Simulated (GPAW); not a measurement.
## Tl in GPAW: convergence with density grid spacing (A)

Input of the first run (density grid spacing (A) 0.24); the others differ in this setting and in those tied to it:

run.py

```python
from ase.dft.bandgap import bandgap
from ase.io import read, write
from ase.units import GPa
from gpaw import GPAW, PW

atoms = read('POSCAR')

calc = GPAW(mode=PW(600),
            h=0.24,
            xc='PBE',
            kpts={'size': (7, 7, 4), 'gamma': True},
            occupations={'name': 'fermi-dirac', 'width': 0.05},
            nbands=23,
            convergence={'density': 1e-05, 'energy': 1e-05},
            maxiter=100,
            txt='gpaw.txt')
atoms.calc = calc
energy = atoms.get_potential_energy()
forces = atoms.get_forces()
stress = atoms.get_stress()
calc.write('gs.gpw')
write('result.traj', atoms)
print(f'Energy: {energy:.6f} eV')
print('Forces (eV/A):')
print(forces.round(4))
print('Stress (GPa):', (stress / GPa).round(3))
print('Fermi level:', round(calc.get_fermi_level(), 4), 'eV')
print(f'Gap: {bandgap(calc)[0]:.4f} eV, direct: {bandgap(calc, direct=True)[0]:.4f} eV')
```

POSCAR

```
Tl
1.0
    3.4560000000      0.0000000000      0.0000000000
   -1.7280000000      2.9929837955      0.0000000000
    0.0000000000      0.0000000000      5.5250000000
Tl
2
Direct
    0.6666666667      0.3333333333      0.7500000000
    0.3333333333      0.6666666667      0.2500000000
```

Potentials or basis: GPAW PAW data sets (gpaw-data 1.2.1), pw.

Run with:

```console
$ OMP_NUM_THREADS=1 python run.py
```

Hardware: 1 thread of Arm Neoverse V2, with other jobs on the host.

Problem. The values tried are 0.24, 0.2, 0.17, 0.15, 0.13, 0.11, 0.09, loosest first. From which on does the energy stay within 1 meV/atom of the tightest run that finished?

Solution. From 0.2 on.

| density grid spacing (A) | energy less the tightest run, at zero smearing (meV/atom) | pressure (GPa) | SCF cycles | CPU time (s) | peak memory (GiB) |
| --- | --- | --- | --- | --- | --- |
| 0.24 | -1.92 | 2.99 | 9 | 11 | 0.16 |
| 0.2 | -0.36 | 2.95 | 9 | 14 | 0.16 |
| 0.17 | -0.17 | 2.95 | 9 | 20 | 0.17 |
| 0.15 | -0.10 | 2.95 | 9 | 22 | 0.18 |
| 0.13 | -0.06 | 2.95 | 9 | 32 | 0.19 |
| 0.11 | -0.02 | 2.95 | 9 | 37 | 0.24 |
| 0.09 | 0.00 | 2.95 | 9 | 85 | 0.33 |

Against the tightest run, the pressure stays within 0.1 GPa from 0.24 on. The tightest run that finished is the yardstick and may itself not be fully converged.

Spin-orbit coupling is left out, which matters for the levels of Tl.
